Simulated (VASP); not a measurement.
Set up this calculation in VASP 6.6.1, as the native input.

- Task: atomic charges
- Functional: LDA
- Potentials or basis: VASP PAW LDA potentials, release 64 (Ta_pv, N)
- Cutoff: 520 eV
- k mesh: 6 × 6 × 9
- Occupations: gaussian, width 0.02 eV
- Spin: no spin polarisation
- Further INCAR settings: ALGO = Normal; EDIFF = 1e-06

The structure of TaN lies in POSCAR:

```
TaN
1.0
    5.1960000000      0.0000000000      0.0000000000
   -2.5980000000      4.4998679981      0.0000000000
    0.0000000000      0.0000000000      2.9110000000
Ta N
3 3
Direct
    0.0000000000      0.0000000000      0.0000000000
    0.6666666667      0.3333333333      0.5000000000
    0.3333333333      0.6666666667      0.5000000000
    0.0000000000      0.3928500000      0.0000000000
    0.6071500000      0.6071500000      0.0000000000
    0.3928500000      0.0000000000      0.0000000000
```

The input as run:

INCAR

```
SYSTEM = TaN
PREC = Accurate ; ENCUT = 520
EDIFF = 1E-6 ; ISMEAR = 0
SIGMA = 0.02 ; LREAL = .False.
LASPH = .True. ; NELM = 100
ALGO = Normal ; ISIF = 2
LWAVE = .False. ; LCHARG = .True.
GGA = CA ; LORBIT = 10
LELF = .True. ; LVHAR = .True.
```

KPOINTS

```
Automatic mesh
0
Gamma
  6 6 9
  0 0 0
```

Potentials or basis: VASP PAW LDA potentials, release 64 (Ta_pv, N).

Run with:

```sh
$ cat potpaw_LDA.64/Ta_pv/POTCAR potpaw_LDA.64/N/POTCAR > POTCAR
$ mpirun -np 1 vasp_std > vasp.out
```

It gave:

- Pressure: -8.3 GPa
- Largest force: 0.035 eV/Å
- Band gap on the k mesh: none (metal or under the smearing width)
- Valence electrons inside the program's atomic spheres: Ta 9.00, 8.97; N 3.76

It took 37 s on 1 thread of AMD EPYC 9R45 96-Core Processor (Zen 5) (shared host), peak memory 0.16 GiB.
